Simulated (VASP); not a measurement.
# Pt in VASP: a series of runs

Runs on Pt. Level: PBEsol. Tasks: single point, relaxation of the atoms.

All numbers are computed with VASP 6.6.1; they aren't measurements. Logs are shortened: lines on timing, memory, paths and dates and some standing lists are left out, and cuts for length are marked.

## 1. Starting point

The cell holds a slab with vacuum, 6 atoms: a = 2.769 Å, b = 2.769 Å, c = 26.304 Å, α = 90.00°, β = 90.00°, γ = 120.00°.

The slab is cut from a database's or a generator's crystal, which needn't be the stable form of the element.

## 2. Single point, PBEsol

Input file INCAR:

```
ALGO     = Normal         # electronic algorithm
DIPOL    = 0.5 0.5 0.500
EDIFF    = 1E-6           # SCF threshold, eV
ENCUT    = 520            # plane-wave cutoff, eV
GGA      = PS             # functional
ICORELEVEL= 1            
IDIPOL   = 3            
ISIF     = 2              # what is computed and relaxed
ISMEAR   = 1              # smearing method
KPAR     = 2            
LASPH    = True           # aspherical terms in the spheres
LCHARG   = False          # write CHGCAR
LDIPOL   = True         
LREAL    = False          # projectors in reciprocal space
LVACPOTAV= True         
LVHAR    = True         
LWAVE    = False          # write WAVECAR
NELM     = 80             # most SCF steps
PREC     = Accurate       # precision mode
SIGMA    = 0.1            # smearing width, eV
```

Input file KPOINTS:

```
k-points
0
Gamma
  15 15 1
```

Input file POSCAR:

```
Pt
1.0
    2.7689424700      0.0000000000      0.0000000000
   -1.3844712400      2.3979745200      0.0000000000
    0.0000000000      0.0000000000     26.3041603100
Pt
6
Direct
    0.6666666700      0.3333333300      0.2851260000
    0.3333333300      0.6666666700      0.3710756000
    0.0000000000      0.0000000000      0.4570252000
    0.6666666700      0.3333333300      0.5429748000
    0.3333333300      0.6666666700      0.6289244000
    0.0000000000      0.0000000000      0.7148740000
```

Potentials or basis: VASP PAW PBE potentials, release 64 (Pt).

On the command line:

```sh
cat potpaw_PBE.64/Pt/POTCAR > POTCAR
mpirun -np 2 vasp_std > vasp.out
```

OUTCAR:

```text
EDIFF = 1E-6
   ENCUT = 520
   GGA = PS
   ISIF = 2
   ISMEAR = 1
   LASPH = True
   LREAL = False
   NELM = 80
   PREC = Accurate

 ion  position               nearest neighbor table
   1  0.667  0.333  0.285-   2 2.77   2 2.77   2 2.77
   2  0.333  0.667  0.371-   1 2.77   1 2.77   3 2.77   3 2.77   3 2.77   1 2.77
   3  0.000  0.000  0.457-   2 2.77   4 2.77   2 2.77   4 2.77   2 2.77   4 2.77
   4  0.667  0.333  0.543-   5 2.77   5 2.77   3 2.77   3 2.77   3 2.77   5 2.77
   5  0.333  0.667  0.629-   4 2.77   4 2.77   6 2.77   6 2.77   6 2.77   4 2.77
   6  0.000  0.000  0.715-   5 2.77   5 2.77   5 2.77

  LATTYP: Found a hexagonal cell.
 ALAT       =     2.7689424700
 C/A-ratio  =     9.4997135531

  Lattice vectors:

 A1 = (   2.7689424700,   0.0000000000,   0.0000000000)
 A2 = (  -1.3844712400,   2.3979745200,   0.0000000000)
 A3 = (   0.0000000000,   0.0000000000,  26.3041603100)

Analysis of symmetry for initial positions (statically):
=====================================================================
 Subroutine PRICEL returns:
 Original cell was already a primitive cell.

 Routine SETGRP: Setting up the symmetry group for a
 hexagonal supercell.

 Subroutine GETGRP returns: Found 12 space group operations
 (whereof  6 operations were pure point group operations)
 out of a pool of 24 trial point group operations.

The static configuration has the point symmetry C_3v.
 The point group associated with its full space group is D_3d.

Analysis of symmetry for dynamics (positions and initial velocities):
=====================================================================
 Subroutine PRICEL returns:
 Original cell was already a primitive cell.

 Routine SETGRP: Setting up the symmetry group for a
 hexagonal supercell.

 Subroutine GETGRP returns: Found 12 space group operations
 (whereof  6 operations were pure point group operations)
 out of a pool of 24 trial point group operations.

The dynamic configuration has the point symmetry C_3v.
 The point group associated with its full space group is D_3d.

 Subroutine INISYM returns: Found 12 space group operations
 (whereof  6 operations are pure point group operations),
 and found     1 'primitive' translations

[... 131 lines left out ...]
   LEPSILON=     F    determine dielectric tensor
   LRPA    =     F    only Hartree local field effects (RPA)
 non-spin polarized calculation
 Methfessel and Paxton  Order N= 1 SIGMA  =   0.10
  energy-cutoff  :      520.00
  volume of cell :      174.66
 maximum number of plane-waves:      4735
 NGX is ok and might be reduce to    24
   NGX = 11   NGY = 11   NGZ = 97

 number of electron      60.0000004 magnetization

 dipolmoment           0.000000      0.000000      0.000000 electrons x Angstroem

 Free energy of the ion-electron system (eV)
  ---------------------------------------------------
  ext. energy  EPLUGINS =         0.00000000
  ---------------------------------------------------
  free energy    TOTEN  =       -40.27417237 eV

  energy without entropy =      -40.27891367  energy(sigma->0) =      -40.27575281

 the core state eigenenergies are
   1-  1s -78395.1532  2s -13764.7807  2p -11925.0521  3s  -3228.6233  3p  -2693.1238
       3d  -2113.4977  4s   -688.9064  4p   -513.3476  4d   -300.4188  4f    -63.8233
       5s    -95.2512  5p    -49.3404
   2-  1s -78395.5111  2s -13765.1600  2p -11925.4295  3s  -3229.0175  3p  -2693.5181
       3d  -2113.8908  4s   -689.3215  4p   -513.7650  4d   -300.8388  4f    -64.2480
       5s    -95.7147  5p    -49.8160
   3-  1s -78395.5695  2s -13765.2213  2p -11925.4907  3s  -3229.0779  3p  -2693.5785
       3d  -2113.9516  4s   -689.3808  4p   -513.8243  4d   -300.8981  4f    -64.3071
       5s    -95.7719  5p    -49.8720
   4-  1s -78395.5695  2s -13765.2213  2p -11925.4907  3s  -3229.0779  3p  -2693.5785
       3d  -2113.9516  4s   -689.3808  4p   -513.8243  4d   -300.8981  4f    -64.3071
       5s    -95.7719  5p    -49.8720
   5-  1s -78395.5111  2s -13765.1600  2p -11925.4295  3s  -3229.0175  3p  -2693.5181
       3d  -2113.8908  4s   -689.3215  4p   -513.7650  4d   -300.8388  4f    -64.2480
       5s    -95.7147  5p    -49.8160
   6-  1s -78395.1532  2s -13764.7807  2p -11925.0521  3s  -3228.6233  3p  -2693.1238
       3d  -2113.4977  4s   -688.9064  4p   -513.3476  4d   -300.4188  4f    -63.8233
       5s    -95.2512  5p    -49.3404

 E-fermi :   2.8857     XC(G=0):  -7.7062

 val. band max:        2.8811702904   @ k =   0.4667  -0.0000   0.0000
 cond. band min:       2.8881746651   @ k =   0.4667   0.0667   0.0000
 fundamental gap:      0.0070043746
 Fermi energy:         2.8856901373

 k-point     1 :       0.0000    0.0000    0.0000
  band No.  band energies     occupation
      1      -7.1928      2.00000
      2      -6.4404      2.00000
      3      -5.4822      2.00000
      4      -4.7223      2.00000
      5      -4.3286      2.00000
      6      -4.2898      2.00000
[... 925 lines left out ...]
     35       7.7015      0.00000
     36       8.0908      0.00000

 [... further k-points ...]

------------------------ aborting loop because EDIFF is reached ----------------------------------------

  FORCE on cell =-STRESS in cart. coord.  units (eV):
  Direction    XX          YY          ZZ          XY          YZ          ZX
  --------------------------------------------------------------------------------------
  -------------------------------------------------------------------------------------
  Total       -4.9670770     -4.9670770      0.0975948      0.0000000      0.0000000      0.0000000
  in kB      -45.5647021    -45.5647021      0.8952701      0.0000001      0.0000000      0.0000000
  external PRESSURE =     -30.0780447 kB  Pullay stress =       0.0000000 kB

 VOLUME and BASIS-vectors are now :
 -----------------------------------------------------------------------------
  energy-cutoff  :      520.00
  volume of cell :      174.66
      direct lattice vectors                 reciprocal lattice vectors
     2.768942470  0.000000000  0.000000000     0.361148710  0.208509306  0.000000000
    -1.384471240  2.397974520  0.000000000     0.000000000  0.417018610  0.000000000
     0.000000000  0.000000000 26.304160310     0.000000000  0.000000000  0.038016800

 POSITION                                       TOTAL-FORCE (eV/Angst)
 -----------------------------------------------------------------------------------
      1.38447      0.79932      7.50000        -0.000000      0.000000     -0.158521
     -0.00000      1.59865      9.76083         0.000000     -0.000000      0.222470
      0.00000      0.00000     12.02166         0.000000     -0.000000      0.034809
      1.38447      0.79932     14.28250        -0.000000      0.000000     -0.034809
     -0.00000      1.59865     16.54333        -0.000000      0.000000     -0.222470
      0.00000      0.00000     18.80416         0.000000     -0.000000      0.158521
 -----------------------------------------------------------------------------------
    total drift:                               -0.000000      0.000000      0.000001

  FREE ENERGIE OF THE ION-ELECTRON SYSTEM (eV)
  ---------------------------------------------------
  free  energy   TOTEN  =       -40.2741723743 eV

  energy  without entropy=      -40.2789136671  energy(sigma->0) =      -40.27575281

 vacuum level on the upper side and lower side of the slab         8.748         8.748
```

Wall time 3.6 min (2 MPI ranks of Intel Xeon Platinum 8259CL at 2.50GHz (Skylake/Cascade Lake), shared host); peak memory 0.37 GiB.

What came out:

* Free energy: -40.2742 eV
* Largest force: 0.222 eV/Å
* Band gap on the k mesh: none (metal or under the smearing width)
* Work function of the upper face: 5.86 eV
* Work function of the lower face: 5.86 eV

Forces on the atoms (eV/Å):
```
Pt   0.000  0.000 -0.159
Pt   0.000  0.000  0.222
Pt   0.000  0.000  0.035
Pt   0.000  0.000 -0.035
Pt   0.000  0.000 -0.222
Pt   0.000  0.000  0.159
```

Levels at points of the mesh, in eV from the Fermi level:
| k point | band 27 | band 28 | band 29 | band 30 | band 31 | band 32 |
| --- | --- | --- | --- | --- | --- | --- |
| (0.00, 0.00, 0.00) | -1.59 | -1.28 | -1.28 | -0.77 | -0.77 | -0.21 |

Core levels (eV, on the scale of the bands):
```tsv
atom	levels
1 Pt	1s -78395.2, 2s -13764.8, 2p -11925.1, 3s -3228.6, 3p -2693.1, 3d -2113.5, 4s -688.9, 4p -513.3, 4d -300.4, 4f -63.8, 5s -95.3, 5p -49.3
2 Pt	1s -78395.5, 2s -13765.2, 2p -11925.4, 3s -3229.0, 3p -2693.5, 3d -2113.9, 4s -689.3, 4p -513.8, 4d -300.8, 4f -64.2, 5s -95.7, 5p -49.8
3 Pt	1s -78395.6, 2s -13765.2, 2p -11925.5, 3s -3229.1, 3p -2693.6, 3d -2114.0, 4s -689.4, 4p -513.8, 4d -300.9, 4f -64.3, 5s -95.8, 5p -49.9
4 Pt	1s -78395.6, 2s -13765.2, 2p -11925.5, 3s -3229.1, 3p -2693.6, 3d -2114.0, 4s -689.4, 4p -513.8, 4d -300.9, 4f -64.3, 5s -95.8, 5p -49.9
5 Pt	1s -78395.5, 2s -13765.2, 2p -11925.4, 3s -3229.0, 3p -2693.5, 3d -2113.9, 4s -689.3, 4p -513.8, 4d -300.8, 4f -64.2, 5s -95.7, 5p -49.8
6 Pt	1s -78395.2, 2s -13764.8, 2p -11925.1, 3s -3228.6, 3p -2693.1, 3d -2113.5, 4s -688.9, 4p -513.3, 4d -300.4, 4f -63.8, 5s -95.3, 5p -49.3
```

Caveat: the PAW data sets were made with another functional, which shifts forces and pressure a little.

## 3. Relaxation of the atoms, PBEsol

Input file INCAR:

```
  PREC = Accurate
  ENCUT = 520
  EDIFF = 1E-6
  ISMEAR = 1
  SIGMA = 0.1
  LREAL = F
  LASPH = T
  NELM = 80
  ALGO = Normal
  ISIF = 2
  LWAVE = F
  LCHARG = F
  LDIPOL = T
  IDIPOL = 3
  DIPOL = 0.5 0.5 0.500
  GGA = PS
  IBRION = 2
  NSW = 80
  EDIFFG = -0.02
  KPAR = 2
```

Input file KPOINTS:

```
Automatic mesh
0
Gamma
  15 15 1
```

POSCAR is that of step 2.

Potentials or basis: VASP PAW PBE potentials, release 64 (Pt).

On the command line:

```sh
cat potpaw_PBE.64/Pt/POTCAR > POTCAR
mpirun -np 2 vasp_std > vasp.out
```

OUTCAR:

```text
PREC = Accurate
   ENCUT = 520
   EDIFF = 1E-6
   ISMEAR = 1
   LREAL = F
   LASPH = T
   NELM = 80
   ISIF = 2
   GGA = PS
   IBRION = 2
   NSW = 80
   EDIFFG = -0.02

 ion  position               nearest neighbor table
   1  0.667  0.333  0.285-   2 2.77   2 2.77   2 2.77
   2  0.333  0.667  0.371-   1 2.77   1 2.77   3 2.77   3 2.77   3 2.77   1 2.77
   3  0.000  0.000  0.457-   2 2.77   4 2.77   2 2.77   4 2.77   2 2.77   4 2.77
   4  0.667  0.333  0.543-   5 2.77   5 2.77   3 2.77   3 2.77   3 2.77   5 2.77
   5  0.333  0.667  0.629-   4 2.77   4 2.77   6 2.77   6 2.77   6 2.77   4 2.77
   6  0.000  0.000  0.715-   5 2.77   5 2.77   5 2.77

  LATTYP: Found a hexagonal cell.
 ALAT       =     2.7689424700
 C/A-ratio  =     9.4997135531

  Lattice vectors:

 A1 = (   2.7689424700,   0.0000000000,   0.0000000000)
 A2 = (  -1.3844712400,   2.3979745200,   0.0000000000)
 A3 = (   0.0000000000,   0.0000000000,  26.3041603100)

Analysis of symmetry for initial positions (statically):
=====================================================================
 Subroutine PRICEL returns:
 Original cell was already a primitive cell.

 Routine SETGRP: Setting up the symmetry group for a
 hexagonal supercell.

 Subroutine GETGRP returns: Found 12 space group operations
 (whereof  6 operations were pure point group operations)
 out of a pool of 24 trial point group operations.

The static configuration has the point symmetry C_3v.
 The point group associated with its full space group is D_3d.

Analysis of symmetry for dynamics (positions and initial velocities):
=====================================================================
 Subroutine PRICEL returns:
 Original cell was already a primitive cell.

 Routine SETGRP: Setting up the symmetry group for a
 hexagonal supercell.

 Subroutine GETGRP returns: Found 12 space group operations
[... 145 lines left out ...]
 Methfessel and Paxton  Order N= 1 SIGMA  =   0.10
  energy-cutoff  :      520.00
  volume of cell :      174.66
 maximum number of plane-waves:      4735
 NGX is ok and might be reduce to    24
   NGX = 11   NGY = 11   NGZ = 97

--------------------------------------- Ionic step        1  -------------------------------------------

 number of electron      60.0000004 magnetization

 Free energy of the ion-electron system (eV)
  ---------------------------------------------------
  ext. energy  EPLUGINS =         0.00000000
  ---------------------------------------------------
  free energy    TOTEN  =       -40.27417237 eV

  energy without entropy =      -40.27891367  energy(sigma->0) =      -40.27575281

------------------------ aborting loop because EDIFF is reached ----------------------------------------

  FORCE on cell =-STRESS in cart. coord.  units (eV):
  Direction    XX          YY          ZZ          XY          YZ          ZX
  --------------------------------------------------------------------------------------
  -------------------------------------------------------------------------------------
  Total       -4.9670770     -4.9670770      0.0975948      0.0000000      0.0000000      0.0000000
  in kB      -45.5647021    -45.5647021      0.8952701      0.0000001      0.0000000      0.0000000
  external PRESSURE =     -30.0780447 kB  Pullay stress =       0.0000000 kB
[... 107 lines left out ...]
--------------------------------------- Ionic step        4  -------------------------------------------

 number of electron      60.0000004 magnetization

 dipolmoment           0.000000      0.000000      0.000000 electrons x Angstroem

 Free energy of the ion-electron system (eV)
  ---------------------------------------------------
  ext. energy  EPLUGINS =         0.00000000
  ---------------------------------------------------
  free energy    TOTEN  =       -40.27904097 eV

  energy without entropy =      -40.28388377  energy(sigma->0) =      -40.28065524

 E-fermi :   2.8760     XC(G=0):  -7.7296

 val. band max:        2.8623625087   @ k =   0.4667   0.0667   0.0000
 cond. band min:       2.8780004375   @ k =   0.4667   0.0667   0.0000
 fundamental gap:      0.0156379288
 Fermi energy:         2.8759943943

 k-point     1 :       0.0000    0.0000    0.0000
  band No.  band energies     occupation
      1      -7.2201      2.00000
      2      -6.4154      2.00000
      3      -5.4630      2.00000
      4      -4.7396      2.00000
      5      -4.3164      2.00000
      6      -4.2728      2.00000
[... 925 lines left out ...]
     35       7.7007      0.00000
     36       8.0917      0.00000

 [... further k-points ...]

------------------------ aborting loop because EDIFF is reached ----------------------------------------

 vacuum level on the upper side and lower side of the slab       (xc-potential included)        -0.157        -0.157

  FORCE on cell =-STRESS in cart. coord.  units (eV):
  Direction    XX          YY          ZZ          XY          YZ          ZX
  --------------------------------------------------------------------------------------
  -------------------------------------------------------------------------------------
  Total       -5.0663866     -5.0663866     -0.2434591      0.0000000      0.0000000     -0.0000000
  in kB      -46.4757029    -46.4757029     -2.2333337      0.0000001      0.0000000     -0.0000000
  external PRESSURE =     -31.7282465 kB  Pullay stress =       0.0000000 kB
[... 21 lines left out ...]
  FREE ENERGIE OF THE ION-ELECTRON SYSTEM (eV)
  ---------------------------------------------------
  free  energy   TOTEN  =       -40.2790409690 eV

  energy  without entropy=      -40.2838837714  energy(sigma->0) =      -40.28065524

 reached required accuracy - stopping structural energy minimisation

 vacuum level on the upper side and lower side of the slab         8.596         8.596
```

It took 8 min on 2 MPI ranks of Intel Xeon Platinum 8259CL at 2.50GHz (Skylake/Cascade Lake), shared host; peak memory 0.39 GiB.

What came out:

| Quantity | Value |
| --- | --- |
| Free energy | -40.2790 eV |
| Energy gained by relaxing | 0.8 meV/atom |
| Ionic steps | 4 |
| Largest force after relaxing | 0.015 eV/Å |
| Band gap on the k mesh | none (metal or under the smearing width) |

Forces in eV/Å, atoms in the order of the input:
```
Pt   0.000  0.000  0.007
Pt   0.000  0.000  0.015
Pt   0.000  0.000 -0.005
Pt   0.000  0.000  0.005
Pt   0.000  0.000 -0.015
Pt   0.000  0.000 -0.007
```

Step by step:
| step | energy change (eV) | largest force (eV/Å) | pressure (GPa) |
| --- | --- | --- | --- |
| 1 | 0.0000 | 0.2225 | -3.01 |
| 2 | -0.0043 | 0.0860 | -3.12 |
| 3 | -0.0044 | 0.0963 | -3.15 |
| 4 | -0.0049 | 0.0153 | -3.17 |

Final structure:
```
CELL_PARAMETERS angstrom
2.76894 0.00000 0.00000
-1.38447 2.39797 0.00000
0.00000 0.00000 26.30416
ATOMIC_POSITIONS crystal
Pt 0.66667 0.33333 0.28475
Pt 0.33333 0.66667 0.37159
Pt 0.00000 0.00000 0.45729
Pt 0.66667 0.33333 0.54271
Pt 0.33333 0.66667 0.62841
Pt 0.00000 0.00000 0.71525
```

Caveat: the PAW data sets were made with another functional, which shifts forces and pressure a little.

(Continued in part 2 of 2.)
